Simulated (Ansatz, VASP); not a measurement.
One calculation of HfO2, two programs

File INCAR:

```
ALGO = Normal ; EDIFF = 1E-6
ENCUT = 520 ; GGA = PS
ISIF = 2 ; ISMEAR = 0
LASPH = T ; LCHARG = T
LELF = T ; LREAL = F
LVHAR = T ; LWAVE = F
NBANDS = 18 ; NELM = 100
PREC = Accurate ; SIGMA = 0.05
```

The input KPOINTS:

```
k-points
0
Gamma
  8 8 8
```

Contents of POSCAR:

```
HfO2
1.0
    0.0000000000      2.5809576693      2.4042868482
    2.5809576693      0.0000000000      2.4042868482
    2.5809576693      2.5809576693      0.0000000000
Hf O
1 2
Direct
    0.0000000000      0.0000000000      0.0000000000
    0.2500000000      0.2500000000      0.2500000000
    0.7500000000      0.7500000000      0.7500000000
```

Input for Ansatz:

```yaml
crystal:
  lattice:
    - [0.0, 2.5809576693, 2.4042868482]
    - [2.5809576693, 0.0, 2.4042868482]
    - [2.5809576693, 2.5809576693, 0.0]
  atoms:
    - { symbol: Hf, position: [0.0, 0.0, 0.0] }
    - { symbol: O, position: [0.25, 0.25, 0.25] }
    - { symbol: O, position: [0.75, 0.75, 0.75] }
basis:
  ecutwfc: 520.0
kpoints:
  mp_grid: { grid: [8, 8, 8] }
hamiltonian:
  xc: pbesol
  pseudopotentials: { kind: paw, azcp: { folder: soft_1 } }
scf:
  occupations: { method: gaussian, width: 0.05 }
output:
  forces: true
  stress: true
  eigenvalues: true
```

Change from the starting cell: mode 4 frozen in at +0.000 Å, strain +e along z and -e/2 along x and y -0.0467.

Alike in both runs: task single point; functional PBEsol; k mesh 8 × 8 × 8; occupations gaussian, width 0.05 eV; no spin polarisation.

```csv
,VASP,Ansatz
version,VASP 6.6.1,Ansatz 0.2.0
potentials or method,"VASP PAW PBE potentials, release 64 (Hf_pv, O)","scalar-relativistic, plane waves, PAW"
plane-wave cutoff (eV),520,520
valence electrons in the cell,22,38
```

|  | VASP | Ansatz | Ansatz less VASP |
| --- | --- | --- | --- |
| gap on the k mesh at the Fermi level (eV) | 2.82 | 2.83 | +0.008 |
| least direct gap on the mesh (eV) | 3.07 | 3.06 | -0.006 |
| pressure (GPa) | -3.1 | 0.7 | +3.78 |
| largest component of the traceless stress (GPa) | 22.57 | 22.18 | -0.388 |

With one functional, cell and mesh, what is left measures potentials, basis and numerics. The two sets of potentials don't hold the same shells in valence. Ansatz warned: «pseudo_functional_mismatch».

Caveats: the PAW data sets were made with another functional, which shifts forces and pressure a little (VASP); spin-orbit coupling is left out, which moves the levels of the heavy elements. A k mesh can miss the band edges.
